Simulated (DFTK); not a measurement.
Runs of DFTK 0.8.2 on Hf. Symmetry: P6_3/mmc, No. 194, hexagonal system. The conventional cell has a = 3.197 Å, b = 3.197 Å, c = 5.058 Å, α = 90.00°, β = 90.00°, γ = 120.00°. Hf (site symmetry -6m2) has 12 Hf at 3.13 to 3.20 Å as nearest neighbours. 

| task | level | potentials or basis | cutoff (eV) | valence electrons | SCF solver | gap on the mesh (eV) | pressure (GPa) | V0 of scaled cells (Å³/atom) | B0 (GPa) |
| --- | --- | --- | --- | --- | --- | --- | --- | --- | --- |
| band structure | TASK | in-house norm-conserving set (r2SCAN, scalar relativistic) | 1225 | Hf 26 | ScfAndersonSolver | none | 5.1 | - | - |
| equation of state | BLYP | SPMS 1.0 (PBE) | 816 | Hf 12 | - | - | - | 23.19 | (a) |
| band structure | r2SCAN | in-house norm-conserving set (r2SCAN, scalar relativistic) | 1225 | Hf 26 | ScfAndersonSolver | none | 0.3 | - | - |
| equation of state | PBEsol | SG15 1.2 (PBE) | 952 | Hf 26 | - | - | - | 21.86 | (b) |

Alike in all rows: no spin polarisation; cell as given; k mesh 6 × 6 × 3; smearing fermi-dirac 0.05 eV; the mesh is coarse, so values aren't converged.

Problem. Fill in the values left out.

Solution. (a) 105; (b) 114.

Caveats: all runs use coarse meshes; the potentials were made for another functional, which shifts forces and pressure (some runs); the program warned that the kinetic-energy density falls under its von Weizsäcker bound, which can give unphysical results (some runs); the cell was scaled at fixed shape and fractional positions, which overstates the stiffness of a crystal with free parameters, most of all of layers and chains (some runs).

A k mesh can miss the band edges, and the runs leave out spin-orbit coupling on Hf.

A gap of «none» marks a metal or a gap under the smearing width.

Not every run made on this cell is shown here.
